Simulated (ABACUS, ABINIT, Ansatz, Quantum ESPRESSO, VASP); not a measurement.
**KMgF3: 5 runs at one level of theory**

```
K Mg F
1.0
     3.98590    0.00000    0.00000
     0.00000    3.98590    0.00000
     0.00000    0.00000    3.98590
K Mg F
1 1 3
Cartesian
  1.9929 1.9929 1.9929
  0.0000 0.0000 0.0000
  0.0000 0.0000 1.9929
  0.0000 1.9929 0.0000
  1.9929 0.0000 0.0000
```

Alike in all runs: task single point; functional PBE; k mesh 7 × 7 × 7; occupations fermi-dirac, width 0.05 eV; no spin polarisation; no spin-orbit coupling. Pressure is positive in compression and, in plane waves, holds the error of the finite cutoff, which Ansatz's Pulay term estimates and takes out.

```
                                  program and potentials  plane-wave cutoff (eV)                                                                     notes  pressure (GPa)
                                      Ansatz, Ansatz PAW                     420  8 valence electrons an atom on average; Pulay term of +0.52 GPa included            3.78
ABACUS, PseudoDojo NC SR 0.4.1 PBE standard, plane waves                    1143                                    8 valence electrons an atom on average            3.59
               Quantum ESPRESSO, SSSP 1.3 efficiency PBE                     816                                  6.4 valence electrons an atom on average            3.57
                 VASP, PBE PAW files F, K_sv, Mg, 520 eV                     520                                  6.4 valence electrons an atom on average            3.37
                                ABINIT, JTH PAW PBE v2.0                     626                                    8 valence electrons an atom on average            3.81
```

The pressure spans 3.37 (VASP, PBE PAW files F, K_sv, Mg, 520 eV) to 3.81 GPa (ABINIT, JTH PAW PBE v2.0).

The functional is the same throughout but for its coding, so the spread measures potentials, basis and numerics; runs on potential files found faulty are left out.
